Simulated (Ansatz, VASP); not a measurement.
Two plane-wave programs on AlO

```
CELL_PARAMETERS angstrom
2.76919 0.00000 0.00000
0.00000 2.76919 0.00000
0.00000 0.00000 2.76919
ATOMIC_POSITIONS crystal
Al 0.50000 0.50000 0.50000
O 0.00000 0.00000 0.00000
```

The cell was built by a generator and needn't be a form met in nature.

Alike in both runs: task single point; functional PBE; k mesh 20 × 20 × 20; occupations gaussian, width 0.1 eV; no spin polarisation.

```csv
,VASP,Ansatz
version,VASP 6.6.1,Ansatz 0.2.0
potentials or method,"VASP PAW PBE potentials, release 64 (Al, O)","scalar-relativistic, plane waves, PAW"
plane-wave cutoff (eV),520,420
valence electrons in the cell,9,9
```

|  | VASP | Ansatz | Ansatz less VASP |
| --- | --- | --- | --- |
| gap on the k mesh at the Fermi level (eV) | none | none | - |
| pressure (GPa) | -0.2 | 0.0 | +0.15 |

A gap of «none» marks a metal or a gap that the smearing closes. The functional is the same, so the differences come from potentials, cutoffs and numerics.

Caveats: an odd number of electrons without spin polarisation forces a metal; a magnetic or distorted state may lie lower.
